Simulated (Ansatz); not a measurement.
# As (P6/mmm) in Ansatz: further runs

Runs on As. Level: PBE. Tasks: density of states, electric field gradients.

Everything below comes from runs of Ansatz 0.2.0. Logs are shortened: lines on timing, memory, paths and dates and some standing lists are left out, and cuts for length are marked.

### 1 The structure

Symmetry: P6/mmm, No. 191, hexagonal system. The conventional cell has a = 4.566 Å, b = 4.566 Å, c = 2.834 Å, α = 90.00°, β = 90.00°, γ = 120.00°. As (site symmetry -6m2) has 5 As at 2.64 to 2.83 Å as nearest neighbours.

The cell was built by a generator and needn't be a form met in nature.

### 2 Density of states, PBE

Input file input.yaml:

```yaml
crystal:
  lattice:
    - [4.5664, 0.0, 0.0]
    - [-2.2832, 3.95462, 0.0]
    - [0.0, 0.0, 2.83374]
  atoms:
    - { symbol: As, position: [0.33333, 0.66667, 0.0] }
    - { symbol: As, position: [0.66667, 0.33333, 0.0] }
kpoints:
  mp_grid: { grid: [7, 7, 9] }
scf:
  occupations: { method: fermi_dirac, width: 0.05 }
hamiltonian:
  xc: pbe
  pseudopotentials: { kind: all_electron, datasets: crystal }
output:
  forces: true
  stress: true
  eigenvalues: true
  dos: { projected: false, de: 0.2, e_range: [-10, 10] }
  elf: true
  volumetric_format: npy
```

Potentials or basis: all-electron PAW datasets made for the crystal.

On the command line:

```
$ ansatz run input.yaml --threads 1 --pin off --max-ram 3072MiB --backend cpu --events-out ev --progress --plain --runs-dir out
```

Log:

```text
Warning: the atoms were moved onto the symmetric positions of the space group found under crystal.symmetry.tolerance 1.0e-5 (fractional; no operation is sought that the atoms, as they stand in a round, miss by more than twice it, and no atom is moved by as much as it), and the run uses the moved positions. Before a round's move an operation carried an atom to 4.57e-5 Å from where it should land, the largest such distance. Atom 0 (counting from 0) moved farthest, by 2.64e-5 Å; the longest move in fractions of the cell, of whichever atom, is 0.47 of the tolerance, in 1 round. To run the atoms as typed, lower crystal.symmetry.tolerance until the operations that they miss are no longer found, or set crystal.symmetry.detect: false (a key that needs symmetry detection or time reversal refuses this as the deck is read). The positions used, in the order of the run's atom list: position: [0.3333333333333333, 0.6666666666666666, 0.0]; position: [0.6666666666666666, 0.3333333333333333, 0.0]; The lattice was moved too: crystal.lattice keeps the space group found at crystal.symmetry.tolerance 1.0e-5 only nearly: the operation that it misses by the most changes a squared length by the fraction 6.99e-7. The run uses the lattice that is a stretch of the typed one, with no rotation, onto the one that keeps every operation to a double's rounding (on a very oblique basis the stretch itself rounds by more); the deck's lattice vector that moved farthest moved by 9.22e-7 Å. To run the lattice as typed, set crystal.symmetry.tolerance under 6.99e-7, the least fraction by which an operation that the lattice misses changes a squared length (the same key also sets how far an atom may lie from its image, so lowering it can lose operations that the atoms keep only within it), or set crystal.symmetry.detect: false, as for the atoms. crystal.lattice made exact, in Å and degrees: [[4.566400921542771, 0.0, 0.0], [-2.2832004607713854, 3.9546192019207105, 0.0], [0.0, 0.0, 2.83374]]. Pasted over the deck's crystal.lattice, beside positions in fractional coordinates, it runs the same cell (given as lengths and angles, that cell in the form's own orientation, a rigid turn of the misfit's size from the one run here, for which a checkpoint.post_process_only pass over this run's state can be refused: where this run relaxes nothing, give such a pass this deck's own crystal.lattice, as typed; behind a relaxation, as crystal.lattice, the state's own cell, identity.cell in its checkpoint.json), and a matrix so pasted ends this notice, except on a very skew basis of the lattice, where the rounding of the pasted numbers themselves can read as a misfit: the cell is then moved again, and that move is told again. The lattice as run is in this notice's lattice.as_run_ang field (Run.prep()["deck_notices"] in Python, the deck_notice line of an events file, deck_notices of ansatz run --dry-run=json, or deck_notices in record.json in the deck's checkpoint.write directory).
Warning: RAYON_NUM_THREADS=1 ignored (pool sized by the plan → 1); use --threads N
hamiltonian.pseudopotentials.datasets: crystal makes datasets for this crystal and solves the spheres of its atoms anew in each pass: cutoff 160.0 eV, the density's 800.0 eV; for an error of 0.50 meV an atom under PBE, 1.0 meV for the cell; an energy difference from a run of another recipe may be off by several times the error for the cell, under r2SCAN by more, where some 0.1 meV an atom stays at smaller errors; As in spheres of 1.318 Å, 5 of its electrons in bands, 10 on its site; only band paths and densities of states list, in semicore columns, the levels of the semicore shells that are solved separately: 3d of As
Engine: ansatz 0.2.0, aarch64-unknown-linux-gnu
Pseudopotentials: kind: all_electron
Pseudopotential: As, paw, valence charge 15, recommended cutoff 160 eV (normal), crystal/all_electron/pbe/scalar/gaussian/As, Koelling and Harmon's equation, gaussian nucleus
Functional definition: PBE
  parameter kappa = 0.804
  parameter beta = 0.06672455060314922
  exchange = pbe_x(kappa = kappa, mu = beta*pi^2/3)
  correlation = pbe_c(beta = beta)
Crystal: 2 atoms, lattice volume = 51.173 Å³
Basis set: ecut = 160 eV, 233 PW (Γ), exchange–correlation on 48×48×30 points (8 copies of the dense FFT grid, shifted against one another)
Bands: 9, of which v1, the nominal top of the filled ones, is band 5 counted from 1 (4 counted from 0)
Symmetry: 24 space group operations
Space group: P6/mmm (ITA 191), of the structure as read, at distance tolerance 3.7e-5 Å
k-points: 40 of 441
Non-local potential: As, projectors of the file, l = 0: 1, l = 1: 1
PAW form: soft (Blöchl's): semilocal exchange-correlation on the pseudo side does not see the compensation charge
PAW one-centre angular grid: As, 110 points (default); XC on its mesh's 1895 points in the sphere
Initial density: superposition of atomic densities (neutral atoms: chi_scale 0, normalization atom)
Initial wavefunctions: pseudopotential atomic-orbital guess
Functional: x = pbe(κ = 0.804, μ = 0.2195149727645171), c = pbe(β = 0.06672455060314922)
iter 1 solved again at ethr=1.71e-3 eV; its pass at ethr=1.00e-1 eV (dr2=1.71e-1 eV) is discarded
SCF iter   1: F=—  HF=-123047.458270 eV  |F-HF|=—  |Δ(HF+E_count)|=         —  Δρ=1.68e-2  dr2=1.65e-1  ethr=1.71e-3  ⟨swp⟩=4.2  Hψ=2262  notcnv=0
preconditioner: auto → none  [insulator: Δε(μ)=0.195 eV  Ē_g=9.704 eV  σ=0.050 eV  W_gap=0.75  n_scr=6 (ndim 8)  ℏωp=16.4 eV  f_vac=0.000  D(μ)=0.55/eV (n_scr^D=0)  ε∞_Penn≈3.9]
SCF iter   2: F=—  HF=-123047.441229 eV  |F-HF|=—  |Δ(HF+E_count)|=   1.70e-2  Δρ=7.72e-3  dr2=2.93e-2  ethr=1.65e-3  ⟨swp⟩=2.0  Hψ=722  notcnv=0  defer=2
[... 11 lines left out ...]
Internal energy: -123047.436361 eV  (E = F + TS)
E sigma→0 (E₀):  -123047.438905 eV
Entropy (-TS):   -0.005088 eV (-2.544 meV/atom)
Past the cutoff: the bands carry plane waves up to 1.75 times it, of which those up to 1.5 times it add -0.000203 eV an atom, each by itself; the spheres take 0.000098 eV an atom off the energy for waves past 1.75 times it
By the cutoff:   a pressure is off by up to 0.005 GPa (1.2 times the spheres' own share and the shells' term, over an atom's volume, and 0.004 GPa: a bound that held against runs at twice the plane waves)
Past the cutoffs: a stress includes 0.0008 GPa for waves and charges beyond them, in addition to the slope of what the spheres take
In the spheres:  the bands' charges fall short by 2.2e-7 e at most (sound up to 1e-3), those of shells solved beside the bands by 9.2e-8 e (sound up to 5e-4)
Fermi energy:    8.795444 eV
--- Per-component energies (eV) ---
  E_band       = 27.213142
  E_kinetic    = 128.409799
  E_local      = -3180.370289  (includes V_loc(G=0)·N_el)
  E_nonlocal   = 4.727248
  E_hartree    = 1538.025202
  E_xc         = -119.992838
  E_vxc        = -146.534939  (∫ρ·V_xc dr)
  E_paw        = -128764.641470  (= ΣΔE_a)
  E_vpaw       = -10168.332919  (= ΣTr[D̂ρ^β])
  E_ewald      = -2966.846618
  E_smearing   = -0.005088  (= −TS)
  E_closure    = 10313.252605  (closes the sum)
  Σ components = -123047.441449   (vs F -123047.441449, Δ=1.46e-11)
  The terms above E_closure are by the made datasets' own strengths, without shells solved beside the bands.
--- Forces (eV/Å), atoms counted from 1 ---
  atom   1  As    -0.00000000     0.00000000     0.00000000
  atom   2  As    -0.00000000    -0.00000000     0.00000000
  max |Σ_I F_I| component: 7.40e-17 eV/Å
--- Stress (GPa, compression-positive) ---
       -1.070274       0.000000       0.000000
       -0.000000      -1.070274       0.000000
        0.000000       0.000000       1.779979
  P = ⅓ Tr σ = -0.1202 GPa (-1.202 kbar)
  It holds what live shells' own plane waves past their cutoff add
--- Band table (eV; the first three rows and the last of 40) ---
  k-point 0: bands = ["-5.3269", "0.2739", "4.6356", "4.6356", "8.9334", "8.9334", "12.1054"]
  k-point 1: bands = ["-5.1331", "0.4737", "4.8081", "4.8081", "9.1210", "9.1210", "10.1514"]
  k-point 2: bands = ["-4.5724", "1.0600", "5.2929", "5.2929", "7.2060", "9.6577", "9.6577"]
  k-point 39: bands = ["-1.4147", "-0.5447", "4.4139", "5.1130", "5.1688", "9.9751", "11.2751"]
```

Wall time 3.2 s (1 thread of Arm Neoverse V2, shared host); peak memory 0.33 GiB.

What came out:

```yaml
Free_energy: -123047.4414 eV
Pressure: -0.1 GPa
Band_gap_on_the_k_mesh: none (metal or under the smearing width)
```

Levels at points of the mesh, in eV from the Fermi level:
```tsv
k point	band 1	band 2	band 3	band 4	band 5	band 6	band 7
(0.00, 0.00, 0.00)	-14.12	-8.52	-4.16	-4.16	0.14	0.14	3.31
```

States per cell in windows of 0.5 eV (zero at the Fermi level; states under -8 eV left out):
```tsv
from (eV)	total
-8.0	0.10
-7.5	0.06
-7.0	0.04
-6.5	0.01
-6.0	0.09
-5.5	0.39
-5.0	0.62
-4.5	0.64
-4.0	0.37
-3.5	0.75
-3.0	0.73
-2.5	0.61
-2.0	0.45
-1.5	0.39
-1.0	0.48
-0.5	0.44
0.0	0.51
0.5	0.54
1.0	0.41
1.5	0.65
2.0	0.68
2.5	0.68
3.0	0.52
3.5	0.59
4.0	0.62
4.5	0.54
5.0	0.51
5.5	0.60
6.0	0.56
6.5	0.46
7.0	0.17
7.5	0.01
```

Caveat: the program warned that the printed levels may be off, so bands, gaps and densities of states are rough; the density of states is complete only up to the lowest level of the last band computed.

### 3 Electric field gradients, PBE

input.yaml: that of step 2 with these lines changed.

```diff
@@ -19,4 +19,2 @@
   eigenvalues: true
-  dos: { projected: false, de: 0.2, e_range: [-10, 10] }
-  elf: true
-  volumetric_format: npy
+  efg: {}
```

Potentials or basis: all-electron PAW datasets made for the crystal.

On the command line:

```
$ ansatz run input.yaml --threads 1 --pin off --max-ram 3072MiB --backend cpu --events-out ev --progress --plain --runs-dir out
```

Log:

```text
Warning: the atoms were moved onto the symmetric positions of the space group found under crystal.symmetry.tolerance 1.0e-5 (fractional; no operation is sought that the atoms, as they stand in a round, miss by more than twice it, and no atom is moved by as much as it), and the run uses the moved positions. Before a round's move an operation carried an atom to 4.57e-5 Å from where it should land, the largest such distance. Atom 0 (counting from 0) moved farthest, by 2.64e-5 Å; the longest move in fractions of the cell, of whichever atom, is 0.47 of the tolerance, in 1 round. To run the atoms as typed, lower crystal.symmetry.tolerance until the operations that they miss are no longer found, or set crystal.symmetry.detect: false (a key that needs symmetry detection or time reversal refuses this as the deck is read). The positions used, in the order of the run's atom list: position: [0.3333333333333333, 0.6666666666666666, 0.0]; position: [0.6666666666666666, 0.3333333333333333, 0.0]; The lattice was moved too: crystal.lattice keeps the space group found at crystal.symmetry.tolerance 1.0e-5 only nearly: the operation that it misses by the most changes a squared length by the fraction 6.99e-7. The run uses the lattice that is a stretch of the typed one, with no rotation, onto the one that keeps every operation to a double's rounding (on a very oblique basis the stretch itself rounds by more); the deck's lattice vector that moved farthest moved by 9.22e-7 Å. To run the lattice as typed, set crystal.symmetry.tolerance under 6.99e-7, the least fraction by which an operation that the lattice misses changes a squared length (the same key also sets how far an atom may lie from its image, so lowering it can lose operations that the atoms keep only within it), or set crystal.symmetry.detect: false, as for the atoms. crystal.lattice made exact, in Å and degrees: [[4.566400921542771, 0.0, 0.0], [-2.2832004607713854, 3.9546192019207105, 0.0], [0.0, 0.0, 2.83374]]. Pasted over the deck's crystal.lattice, beside positions in fractional coordinates, it runs the same cell (given as lengths and angles, that cell in the form's own orientation, a rigid turn of the misfit's size from the one run here, for which a checkpoint.post_process_only pass over this run's state can be refused: where this run relaxes nothing, give such a pass this deck's own crystal.lattice, as typed; behind a relaxation, as crystal.lattice, the state's own cell, identity.cell in its checkpoint.json), and a matrix so pasted ends this notice, except on a very skew basis of the lattice, where the rounding of the pasted numbers themselves can read as a misfit: the cell is then moved again, and that move is told again. The lattice as run is in this notice's lattice.as_run_ang field (Run.prep()["deck_notices"] in Python, the deck_notice line of an events file, deck_notices of ansatz run --dry-run=json, or deck_notices in record.json in the deck's checkpoint.write directory).
Warning: RAYON_NUM_THREADS=1 ignored (pool sized by the plan → 1); use --threads N
hamiltonian.pseudopotentials.datasets: crystal makes datasets for this crystal and solves the spheres of its atoms anew in each pass: cutoff 160.0 eV, the density's 800.0 eV; for an error of 0.50 meV an atom under PBE, 1.0 meV for the cell; an energy difference from a run of another recipe may be off by several times the error for the cell, under r2SCAN by more, where some 0.1 meV an atom stays at smaller errors; As in spheres of 1.318 Å, 5 of its electrons in bands, 10 on its site; only band paths and densities of states list, in semicore columns, the levels of the semicore shells that are solved separately: 3d of As
[... 2 set-up lines as earlier in the session ...]
[... 69 lines left out ...]
  atom   2  As V_zz =    -5.588144   η = 0.0000   by run symmetry: allowed
            electrostatic potential = -4512.988363 V   contact ρ = 235600.274241 e/Å³
--- Band table (eV; the first three rows and the last of 40) ---
  k-point 0: bands = ["-5.3269", "0.2739", "4.6356", "4.6356", "8.9334", "8.9334", "12.1054"]
  k-point 1: bands = ["-5.1331", "0.4737", "4.8081", "4.8081", "9.1210", "9.1210", "10.1514"]
  k-point 2: bands = ["-4.5724", "1.0600", "5.2929", "5.2929", "7.2060", "9.6577", "9.6577"]
  k-point 39: bands = ["-1.4147", "-0.5447", "4.4139", "5.1130", "5.1688", "9.9751", "11.2751"]
```

Run time: 2.9 s. Hardware: 1 thread of Arm Neoverse V2, shared host; peak memory 0.33 GiB.

What came out:

| Quantity | Value |
| --- | --- |
| Free energy | -123047.4414 eV |
| Pressure | -0.1 GPa |
| Band gap on the k mesh | none (metal or under the smearing width) |

Stress tensor (GPa, compression positive):
```
-1.07  0.00  0.00
 0.00 -1.07  0.00
 0.00  0.00  1.78
```
